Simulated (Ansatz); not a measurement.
# TiO2: Ti vacancy

Level of theory: Ansatz, DFT PBE+U, scalar-relativistic, plane waves, PAW. Settings: 420 eV cutoff, 2×2×2 k-mesh, shifted by half a step, Gaussian smearing of 0.01 eV, collinear spin, U_eff Ti 4.0 eV on d shells.

Host crystal, relaxed:

```yaml
crystal:
  lattice:
    - [-1.90900, 1.90900, 4.88756]
    - [1.90900, -1.90900, 4.88756]
    - [1.90900, 1.90900, -4.88756]
  atoms:
    - { symbol: Ti, position: [0.00000, 0.00000, 0.00000] }
    - { symbol: Ti, position: [0.75000, 0.25000, 0.50000] }
    - { symbol: O, position: [0.95530, 0.45530, 0.50000] }
    - { symbol: O, position: [0.20530, 0.20530, 0.00000] }
    - { symbol: O, position: [0.54470, 0.04470, 0.50000] }
    - { symbol: O, position: [0.79470, 0.79470, 0.00000] }
```

Supercell of 30 atoms, rows in host cell vectors: -1 -2 -2; -1 1 -1; 2 0 1. Atoms relax at the host's cell, keeping the symmetry that the supercell leaves at the site. The cell is small, so energies carry finite-size errors of tenths of an eV. The host's Kohn–Sham gap is 2.62 eV. Charged cells are corrected for image charges with the computed static dielectric tensor (mean 36.2) and aligned with the host's potential at far atoms (alignment terms reach 2.46 eV; the program doubts the alignment in some charges, where it is up to 1.98 eV). No band-filling term is added, and the Fermi level counts from the host's valence band top.

With moments and this functional the run may sit in a state above the lowest one.

Defect: Ti vacancy at (0.000, 0.000, 0.000) of the host cell.

Task: Does the neutral defect carry a moment, and how do its surroundings relax?

Result: It changes the cell's moment by 4.00 μB. The nearest neighbours before are 4 O at 1.96 Å, 2 O at 2.01 Å; after relaxation the atoms near the site are 4 O at 2.05 Å, 2 O at 2.48 Å; the largest move is 0.47 Å.

Task: Charges +1, 0, -1, -2, -3 were computed. Which is stable where in the gap?

Result: Among the charges computed the stable one is +1 at the valence band top, changing to -3 at 0.09 eV. In charge +1, 0, -1, -2, -3 the cell has partly filled bands: a level of the defect may be part filled, the carrier may sit in the host's bands, or levels may cross between the k points, so transitions that involve it are doubtful. Without the alignment that the program doubts, the level (0/-1) would lie at -1.05 eV, outside the gap, so these runs don't decide whether the defect changes charge there. Without the alignment that the program doubts, the level (-1/-2) would lie at -0.72 eV, outside the gap, so these runs don't decide whether the defect changes charge there. Levels between neighbouring charges: (+1/0) 0.16 eV, (0/-1) 0.09 eV, (-1/-2) 0.11 eV, (-2/-3) 0.02 eV.